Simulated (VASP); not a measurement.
Set up this calculation in VASP 6.6.1, as the native input.

- Task: band structure
- Functional: PBE
- Potentials or basis: VASP PAW PBE potentials, release 64 (Mg, S)
- Cutoff: 520 eV
- k mesh: 10 × 10 × 10
- Occupations: gaussian, width 0.02 eV
- Spin: no spin polarisation
- Further INCAR settings: ALGO = Fast; EDIFF = 1e-06

The system is MgS.

```xyz
2
Lattice="0.0000 2.5950 2.5950 2.5950 0.0000 2.5950 2.5950 2.5950 0.0000" Properties=species:S:1:pos:R:3 pbc="T T T"
Mg    0.0000    0.0000    0.0000
S     2.5950    2.5950    2.5950
```

The cell was built by a generator and needn't be a form met in nature.

These files were run (other wordings do the same):

POSCAR

```
MgS
1.0
    0.0000000000      2.5950000000      2.5950000000
    2.5950000000      0.0000000000      2.5950000000
    2.5950000000      2.5950000000      0.0000000000
Mg S
1 1
Direct
    0.0000000000      0.0000000000      0.0000000000
    0.5000000000      0.5000000000      0.5000000000
```

INCAR.step1

```
SYSTEM = MgS
  PREC = Accurate
  ENCUT = 520
  EDIFF = 1E-6
  ISMEAR = 0
  SIGMA = 0.02
  LREAL = .False.
  LASPH = .True.
  NELM = 100
  ALGO = Fast
  ISIF = 2
  LWAVE = .False.
  LCHARG = .True.
  GGA = PE
```

KPOINTS.step1

```
Automatic mesh
0
Gamma
  10 10 10
  0 0 0
```

INCAR.step2

```
SYSTEM = MgS
  PREC = Accurate
  ENCUT = 520
  EDIFF = 1E-6
  ISMEAR = 0
  SIGMA = 0.05
  LREAL = .False.
  LASPH = .True.
  NELM = 100
  ALGO = Fast
  ISIF = 2
  LWAVE = .False.
  LCHARG = .False.
  GGA = PE
  ICHARG = 11
```

KPOINTS.step2

```
path GXWKGLUWLK,UX
15
line-mode
reciprocal
 0.0000000000  0.0000000000  0.0000000000  G
 0.5000000000  0.0000000000  0.5000000000  X

 0.5000000000  0.0000000000  0.5000000000  X
 0.5000000000  0.2500000000  0.7500000000  W

 0.5000000000  0.2500000000  0.7500000000  W
 0.3750000000  0.3750000000  0.7500000000  K

 0.3750000000  0.3750000000  0.7500000000  K
 0.0000000000  0.0000000000  0.0000000000  G

 0.0000000000  0.0000000000  0.0000000000  G
 0.5000000000  0.5000000000  0.5000000000  L

 0.5000000000  0.5000000000  0.5000000000  L
 0.6250000000  0.2500000000  0.6250000000  U

 0.6250000000  0.2500000000  0.6250000000  U
 0.5000000000  0.2500000000  0.7500000000  W

 0.5000000000  0.2500000000  0.7500000000  W
 0.5000000000  0.5000000000  0.5000000000  L

 0.5000000000  0.5000000000  0.5000000000  L
 0.3750000000  0.3750000000  0.7500000000  K

 0.6250000000  0.2500000000  0.6250000000  U
 0.5000000000  0.0000000000  0.5000000000  X
```

Potentials or basis: VASP PAW PBE potentials, release 64 (Mg, S).

Launch:

```bash
$ cat potpaw_PBE.64/Mg/POTCAR potpaw_PBE.64/S/POTCAR > POTCAR
$ cp INCAR.step1 INCAR
$ cp KPOINTS.step1 KPOINTS
$ mpirun -np 1 vasp_std > vasp.out
$ cp INCAR.step2 INCAR
$ cp KPOINTS.step2 KPOINTS
$ mpirun -np 1 vasp_std > vasp.out
```

It gave:

```json
{"Band gap on the k mesh": "2.79 eV, indirect (least direct gap 3.77 eV)", "Band gap along the path": "2.79 eV, indirect (least direct gap 3.77 eV)"}
```

Caveat: the log is that of the step along the path at fixed density, whose energy, stress, charges and moments have no meaning.

Wall time 30 s on 1 thread of Intel(R) Xeon(R) Platinum 8259CL CPU @ 2.50GHz (Skylake/Cascade Lake) (shared host), peak memory 0.18 GiB.
